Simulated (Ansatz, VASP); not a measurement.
One calculation of Ge, two programs

Contents of INCAR:

```
SYSTEM = Ge
ALGO     = Normal         ! electronic algorithm
EDIFF    = 1E-6           ! SCF threshold, eV
ENCUT    = 520            ! plane-wave cutoff, eV
GGA      = RP             ! functional
ISIF     = 2              ! what is computed and relaxed
ISMEAR   = -1             ! smearing method
LASPH    = .TRUE.         ! aspherical terms in the spheres
LCHARG   = .FALSE.        ! write CHGCAR
LREAL    = .FALSE.        ! projectors in reciprocal space
LWAVE    = .FALSE.        ! write WAVECAR
NBANDS   = 13             ! bands
NELM     = 80             ! most SCF steps
PREC     = Accurate       ! precision mode
SIGMA    = 0.1            ! smearing width, eV
```

The input KPOINTS:

```
k-points
0
G
  13 13 13
  0 0 0
```

POSCAR

```
Ge
1.0
    2.6995688225      0.0000000000      0.0000000000
    0.0000000000      2.6995688225      0.0000000000
    0.0000000000      0.0000000000      2.6995688225
Ge
1
Direct
    0.0000000000      0.0000000000      0.0000000000
```

Input for Ansatz:

```yaml
crystal:
  lattice:
    - [2.6995688225, 0.0, 0.0]
    - [0.0, 2.6995688225, 0.0]
    - [0.0, 0.0, 2.6995688225]
  atoms:
    - { symbol: Ge, position: [0.0, 0.0, 0.0] }
hamiltonian:
  xc: rpbe
  pseudopotentials:
    kind: paw
    azcp:
      Ge: "pseudopotentials/Ge.paw.azcp"
basis:
  ecutwfc: 420
  fft_grid_basis: typed
kpoints:
  mp_grid: { grid: [13, 13, 13], shift: [0, 0, 0] }
magnetization:
  spin_polarized: false
scf:
  occupations: { method: fermi_dirac, width: 0.1 }
  lower_state_search: "off"
output:
  stress: true
```

Alike in both runs: task single point; functional RPBE; k mesh 13 × 13 × 13; occupations fermi-dirac, width 0.1 eV; no spin polarisation.

|  | VASP | Ansatz |
| --- | --- | --- |
| version | VASP 6.6.1 | Ansatz 0.2.0 |
| potentials or method | VASP PAW PBE potentials, release 64 (Ge_d) | plane waves (420 eV) with PAW, scalar-relativistic |
| plane-wave cutoff (eV) | 520 | 420 |
| valence electrons in the cell | 14 | 14 |

|  | VASP | Ansatz | Ansatz less VASP |
| --- | --- | --- | --- |
| pressure (GPa) | 2.5 | 2.7 | +0.15 |

The functional is the same, so the differences come from potentials, cutoffs and numerics.

Caveats: the PAW data sets were made with another functional, which shifts forces and pressure a little (VASP).
